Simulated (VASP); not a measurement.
# Pb (Fm-3m) in VASP: settings compared

The runs below take Pb through single point, relaxation of cell and atoms, relaxation of the atoms, with vdW-DF2, B3LYP+TS, PBE+TS, BEEF-vdW.

All numbers are computed with VASP 6.6.1; they aren't measurements. Logs are shortened: lines on timing, memory, paths and dates and some standing lists are left out, and cuts for length are marked.

**1. Starting point**

Symmetry: Fm-3m, No. 225, cubic system. Conventional cell: a = 4.950 Å, b = 4.950 Å, c = 4.950 Å, α = 90.00°, β = 90.00°, γ = 90.00°. Around Pb (site symmetry m-3m) lie 12 Pb at 3.50 Å.

**2. Single point, vdW-DF2 (cell strained at random at fixed volume)**

Contents of run.py:

```python
from ase.calculators.vasp import Vasp
from ase.dft.bandgap import bandgap
from ase.io import read

atoms = read('POSCAR')
calc = Vasp(
    directory='calc',
    xc='vdw-df2',
    pp='PBE',
    setups='recommended',
    pp_version='54',
    prec='Accurate',
    encut=520,
    ediff=1e-07,
    ismear=1,
    sigma=0.2,
    lreal=False,
    lasph=True,
    nelm=80,
    algo='Fast',
    isif=2,
    lwave=False,
    lcharg=False,
    kpts=[9, 9, 9],
    gamma=True,
    nbands=13,
)
atoms.calc = calc

print('energy (eV):', atoms.get_potential_energy())
print('free energy (eV):', atoms.get_potential_energy(force_consistent=True))
print('forces (eV/A):')
print(atoms.get_forces())
print('stress (eV/A^3, Voigt):', atoms.get_stress())
print('Fermi level (eV):', calc.get_fermi_level())
gap, top, bottom = bandgap(calc)
print('band gap (eV):', gap, 'from (spin, k, band)', top, 'to', bottom)
```

Contents of POSCAR:

```
Pb
1.0
    0.0159650000      2.5139860000      2.5614990000
    2.4582000000      0.0343360000      2.5431280000
    2.4273570000      2.4647720000      0.0651790000
Pb
1
Direct
    0.0275000000     -0.0387920000      0.0116240000
```

Potentials or basis: VASP PAW PBE potentials, release 54 (Pb_d).

Run with:

```bash
$ python run.py
```

Output:

```text
<dir> UserWarning: vdW has been enabled, however no location for the vdw_kernel.bindat file has been specified. Set ASE_VASP_VDW environment variable to copy the vdW kernel.
  warnings.warn(
energy (eV): -0.04013501
free energy (eV): -0.04016571
forces (eV/A):
[[0. 0. 0.]]
stress (eV/A^3, Voigt): [-0.04982048 -0.04864748 -0.04547041  0.00750425  0.00359411 -0.00025257]
Fermi level (eV): 7.34378118
band gap (eV): 0.0 from (spin, k, band) (None, None, None) to (None, None, None)
```

OUTCAR:

```text
ENCUT = 520.000000
   EDIFF = 1.00e-07
   GGA = ML
   PREC = Accurate
   ISIF = 2
   ISMEAR = 1
   NELM = 80
   LASPH = .TRUE.
   LREAL = .FALSE.

 ion  position               nearest neighbor table
   1  0.028  0.961  0.012-

  Warning from LATTYP: Got some problem with cell dimensions!
  Tried to take original basis but could not verify dimensions!
  LATTYP: Found a triclinic cell.
 ALAT       =     3.4599727339
 B/A-ratio  =     1.4074792095
 C/A-ratio  =     2.2871686772
 COS(alpha) =     0.0004706175
 COS(beta)  =     0.6777897605
 COS(gamma) =     0.6995228035

  Lattice vectors:

 A1 = (  -2.4273570000,  -2.4647720000,  -0.0651790000)
 A2 = (  -4.8695920000,   0.0148780000,  -0.0468080000)
 A3 = (  -0.0010870000,  -7.4584080000,  -2.6450490000)

Analysis of symmetry for initial positions (statically):
=====================================================================
 Subroutine PRICEL returns:
 Original cell was already a primitive cell.

 Routine SETGRP: Setting up the symmetry group for a
 triclinic supercell.

 Subroutine GETGRP returns: Found  2 space group operations
 (whereof  1 operations were pure point group operations)
 out of a pool of  2 trial point group operations.

The static configuration has the point symmetry C_1 .
 The point group associated with its full space group is S_2 .

Analysis of symmetry for dynamics (positions and initial velocities):
=====================================================================
 Subroutine PRICEL returns:
 Original cell was already a primitive cell.

 Routine SETGRP: Setting up the symmetry group for a
 triclinic supercell.

 Subroutine GETGRP returns: Found  2 space group operations
 (whereof  1 operations were pure point group operations)
 out of a pool of  2 trial point group operations.

[... 144 lines left out ...]
  ext. energy  EPLUGINS =         0.00000000
  ---------------------------------------------------
  free energy    TOTEN  =        -0.04016571 eV

  energy without entropy =       -0.04007360  energy(sigma->0) =       -0.04013501

 E-fermi :   7.3438     XC(G=0):  -9.8795

 val. band max:        7.3277566517   @ k =  -0.4444   0.2222   0.3333
 cond. band min:       7.3672764576   @ k =   0.3333  -0.4444   0.2222
 fundamental gap:      0.0395198059
 Fermi energy:         7.3437811791

 k-point     1 :       0.0000    0.0000    0.0000
  band No.  band energies     occupation
      1      -9.6894      2.00000
      2      -9.6508      2.00000
      3      -9.6338      2.00000
      4      -9.5278      2.00000
      5      -9.4971      2.00000
      6      -4.3535      2.00000
      7      14.2030      0.00000
      8      14.4868      0.00000
      9      14.9982      0.00000
     10      17.6826      0.00000
     11      19.1446      0.00000
     12      19.7642      0.00000
     13      20.1588      0.00000
[... 354 lines left out ...]
  band No.  band energies     occupation
      1      -9.6728      2.00000
      2      -9.6635      2.00000
      3      -9.5933      2.00000
      4      -9.4402      2.00000
      5      -9.4245      2.00000
      6      -2.2855      2.00000
      7       5.9808      2.00000
      8      12.8304      0.00000
      9      13.3819      0.00000
     10      16.7872      0.00000
     11      18.2438      0.00000
     12      19.0025      0.00000
     13      19.9203      0.00000

 [... further k-points ...]

------------------------ aborting loop because EDIFF is reached ----------------------------------------

  FORCE on cell =-STRESS in cart. coord.  units (eV):
  Direction    XX          YY          ZZ          XY          YZ          ZX
  --------------------------------------------------------------------------------------
  -------------------------------------------------------------------------------------
  Total        1.5106849      1.4751168      1.3787796      0.0076585     -0.2275481     -0.1089827
  in kB       79.8212051     77.9418623     72.8516252      0.4046601    -12.0231301     -5.7584019
  external PRESSURE =      76.8715642 kB  Pullay stress =       0.0000000 kB

 VOLUME and BASIS-vectors are now :
 -----------------------------------------------------------------------------
  energy-cutoff  :      520.00
  volume of cell :       30.32
      direct lattice vectors                 reciprocal lattice vectors
     0.015965000  2.513986000  2.561499000    -0.206644422  0.198296315  0.197066217
     2.458200000  0.034336000  2.543128000     0.202807652 -0.205016567  0.199949700
     2.427357000  2.464772000  0.065179000     0.207945230  0.206317375 -0.203786470

 POSITION                                       TOTAL-FORCE (eV/Angst)
 -----------------------------------------------------------------------------------
      2.39150      0.13079      2.51567         0.000000      0.000000      0.000000
 -----------------------------------------------------------------------------------
    total drift:                               -0.000002     -0.000003      0.000008

  FREE ENERGIE OF THE ION-ELECTRON SYSTEM (eV)
  ---------------------------------------------------
  free  energy   TOTEN  =        -0.0401657098 eV

  energy  without entropy=       -0.0400736041  energy(sigma->0) =       -0.04013501

Total vdW correction in eV:      2.2487463
```

INCAR:

```text
AGGAC = 0.000000
ENCUT = 520.000000
SIGMA = 0.200000
ZAB_VDW = -1.886700
EDIFF = 1.00e-07
ALGO = Fast
GGA = ML
PREC = Accurate
ISIF = 2
ISMEAR = 1
NBANDS = 13
NELM = 80
LASPH = .TRUE.
LCHARG = .FALSE.
LUSE_VDW = .TRUE.
LWAVE = .FALSE.
LREAL = .FALSE.
```

Wall time 5.7 min (1 thread of Intel Xeon Platinum 8488C (Sapphire Rapids), shared host); peak memory 0.42 GiB.

Results:

* Free energy: -0.0402 eV
* Pressure: 7.7 GPa
* Band gap on the k mesh: none (metal or under the smearing width)

Caveat: the PAW data sets were made with another functional, which shifts forces and pressure a little.

[end of part 1 of 3]
